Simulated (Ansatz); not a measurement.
Calculated with Ansatz (gas phase, PBE0-D4/def2-TZVP geometries, no zero-point term in ΔE). CBS: MP2 limit from def2 TZ/QZ plus the TZ coupled-cluster correction, frozen cores. Functionals use def2-TZVPP. B3LYP here is the variant with VWN-RPA as its local correlation; programs differ in this. HSE06 is defined as in plane-wave codes. def2 core potentials past Kr. For Te outer-core shells are correlated without core-valence functions, which leaves a few kJ/mol of doubt a bond. Each species was taken in one conformer, which may not be the lowest.

`CC1B[Te]1` + acetic acid → `COC(C)=O` + `B1C[Te]1`  (substitution at a C–C bond)

```
             level  ΔE (kcal/mol)  difference from CCSD(T)/CBS
       LDA (SPW92)           11.8                          0.2
         revPBE-D4           11.8                          0.2
           ωB97X-V           10.0                         -1.6
               PBE           11.4                         -0.2
            revPBE           11.4                         -0.2
             B3LYP            9.9                         -1.7
             HSE06           11.6                          0.0
         CAM-B3LYP            9.5                         -2.1
RPA@PBE/def2-TZVPP            9.8                         -1.8
     HF/def2-QZVPP            8.5                         -3.1
       CCSD(T)/CBS           11.6                            0
```

Largest T1 diagnostic among the species: 0.018.

Leaving LDA and LC-ωPBE aside and taking each functional with its dispersion term where it has one, the values, not all of them listed here, spread over 2.1 kcal/mol, from CAM-B3LYP-D4 to PBE-QIDH. In def2-TZVPP, CCSD(T) changes the Hartree–Fock value by +2.5 kcal/mol (the triples alone add +0.3 kcal/mol) and MP2 by +4.4 kcal/mol.

CCSD(T)/CBS has its own doubt, a few kJ/mol and more with outer-core shells, so smaller differences from it don't rank the levels.
